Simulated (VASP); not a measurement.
The system is TiO2.

```
CELL_PARAMETERS angstrom
6.15358 -1.88347 0.00000
6.15358 1.88347 0.00000
-1.92833 0.00000 6.32897
ATOMIC_POSITIONS crystal
Ti 0.80471 0.80471 0.71624
Ti 0.09993 0.09993 0.71040
Ti 0.19529 0.19529 0.28376
Ti 0.90007 0.90007 0.28960
O 0.05835 0.05835 0.36998
O 0.63807 0.63807 0.70660
O 0.13281 0.13281 0.00471
O 0.94165 0.94165 0.63002
O 0.73651 0.73651 0.34750
O 0.86719 0.86719 0.99529
O 0.26349 0.26349 0.65250
O 0.36193 0.36193 0.29340
```

The cell comes from a database or a generator and needn't be the stable form of this composition.

* Program: VASP 6.6.1
* Task: relaxation of cell and atoms
* Functional: LDA
* Potentials or basis: VASP PAW LDA potentials, release 64 (Ti_sv, O)
* Cutoff: 600 eV
* k mesh: 8 × 8 × 4
* Occupations: gaussian, width 0.03 eV
* Spin: no spin polarisation

At the start: pressure -10.9 GPa; volume 12.23 Å³/atom.

Question: How do energy, volume and symmetry change on relaxing?

Answer: Over 20 steps the energy falls by 24.7 meV/atom and the volume is 11.55 Å³/atom (-5.5 %); space group C2/m (No. 12, to 0.05 Å).

The path:
| step | energy change (eV) | largest force (eV/Å) | pressure (GPa) | volume (Å³) |
| --- | --- | --- | --- | --- |
| 1 | 0.0000 | 0.2115 | -10.94 | 146.71 |
| 2 | 0.2101 | 1.1670 | 17.80 | 129.69 |
| 3 | -0.2813 | 0.4283 | -0.25 | 139.05 |
| 4 | -0.2814 | 0.4390 | -0.02 | 138.89 |
| 5 | -0.2783 | 0.5931 | 0.24 | 138.33 |
| 6 | -0.2896 | 0.1462 | 0.09 | 138.64 |
| 7 | -0.2939 | 0.0765 | -0.04 | 138.63 |
| 8 | -0.2941 | 0.1105 | -0.06 | 138.63 |
| 9 | -0.2952 | 0.0408 | 0.01 | 138.55 |
| 10 | -0.2952 | 0.0490 | 0.04 | 138.54 |
| 11 | -0.2955 | 0.0397 | 0.00 | 138.57 |
| 12 | -0.2955 | 0.0294 | 0.00 | 138.56 |
| 13 | -0.2957 | 0.0235 | 0.00 | 138.57 |
| 14 | -0.2957 | 0.0318 | -0.01 | 138.58 |
| 15 | -0.2957 | 0.0513 | -0.03 | 138.60 |
| 16 | -0.2957 | 0.0416 | -0.03 | 138.59 |
| 17 | -0.2958 | 0.0264 | -0.01 | 138.58 |
| 18 | -0.2959 | 0.0169 | 0.02 | 138.57 |
| 19 | -0.2960 | 0.0142 | 0.02 | 138.58 |
| 20 | -0.2960 | 0.0094 | -0.03 | 138.61 |

Final structure:
```yaml
crystal:
  lattice:
    - [6.04200, -1.85184, 0.00140]
    - [6.04200, 1.85184, 0.00140]
    - [-1.89189, 0.00000, 6.19375]
  atoms:
    - { symbol: Ti, position: [0.80465, 0.80465, 0.71435] }
    - { symbol: Ti, position: [0.10103, 0.10103, 0.70817] }
    - { symbol: Ti, position: [0.19535, 0.19535, 0.28565] }
    - { symbol: Ti, position: [0.89897, 0.89897, 0.29183] }
    - { symbol: O, position: [0.05856, 0.05856, 0.37064] }
    - { symbol: O, position: [0.63833, 0.63833, 0.70518] }
    - { symbol: O, position: [0.13353, 0.13353, 0.00348] }
    - { symbol: O, position: [0.94144, 0.94144, 0.62936] }
    - { symbol: O, position: [0.73658, 0.73658, 0.35031] }
    - { symbol: O, position: [0.86647, 0.86647, 0.99652] }
    - { symbol: O, position: [0.26342, 0.26342, 0.64969] }
    - { symbol: O, position: [0.36167, 0.36167, 0.29482] }
```
